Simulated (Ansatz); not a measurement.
Write the native input for Ansatz 0.2.0 that does the following.

- Task: relaxation of cell and atoms
- Functional: LDA
- Potentials or basis: Ansatz PAW
- Cutoff: 420 eV (not typed: the program's choice for these potentials)
- k mesh: 16 × 9 × 7
- Occupations: fermi-dirac, width 0.05 eV
- Spin: no spin polarisation
- Target pressure: 5 GPa
- Target pressure (GPa): 5

The system is B.

```
B
1.0
     1.62456    0.00000    0.00000
     0.00000    2.86615    0.00000
     0.00000    0.00000    3.91440
B
2
Direct
  0.00000 0.50000 0.60926
  0.50000 0.00000 0.39074
```

The cell was built by a generator and needn't be a form met in nature.

The input as run:

input.yaml

```yaml
crystal:
  lattice:
    - [1.62456, 0.0, 0.0]
    - [0.0, 2.86615, 0.0]
    - [0.0, 0.0, 3.9144]
  atoms:
    - { symbol: B, position: [0.0, 0.5, 0.60926] }
    - { symbol: B, position: [0.5, 0.0, 0.39074] }
hamiltonian:
  xc: lda
  pseudopotentials: { kind: paw }
kpoints:
  mp_grid: { grid: [16, 9, 7] }
scf:
  occupations: { method: fermi_dirac, width: 0.05 }
output:
  forces: true
  stress: true
  eigenvalues: true
relax:
  f_tol: 0.01
  max_steps: 40
  cell: { stress_tol: 0.05, p_target: 5.0 }
```

Potentials or basis: Ansatz PAW.

The run is started by

```console
$ ansatz run input.yaml --threads 2 --pin off --max-ram 5632MiB --backend cpu --events-out ev --progress --plain --runs-dir out
```

Results of the run:

| Property | Result |
| --- | --- |
| Relaxed volume | 7.69 Å³/atom |
| Relaxed cell | a = 1.609 Å, b = 2.796 Å, c = 3.420 Å, α = 90.00°, β = 90.00°, γ = 90.00° |
| Space group after relaxing (to 0.05 Å) | Pmmn (No. 59) |
| Energy change on relaxing (the enthalpy is what falls) | -9.9 meV/atom |
| Ionic steps | 11 |
| Pressure after relaxing | 5.0 GPa |
| Band gap on the k mesh | none (metal or under the smearing width) |

Caveat: the volume moved by over 15 % at a fixed basis, so the end points are rough; the plane-wave basis is chosen anew once the cell has moved, so the energies of steps on either side of that aren't comparable; the pressure holds a Pulay correction of +0.4 GPa for the finite cutoff; the PAW data sets come from PBE, with cores solved anew for the run's functional, which leaves a small shift of forces and pressure.

Wall time 8.2 s on 2 threads of Arm Neoverse V2 (shared host), peak memory 0.29 GiB.
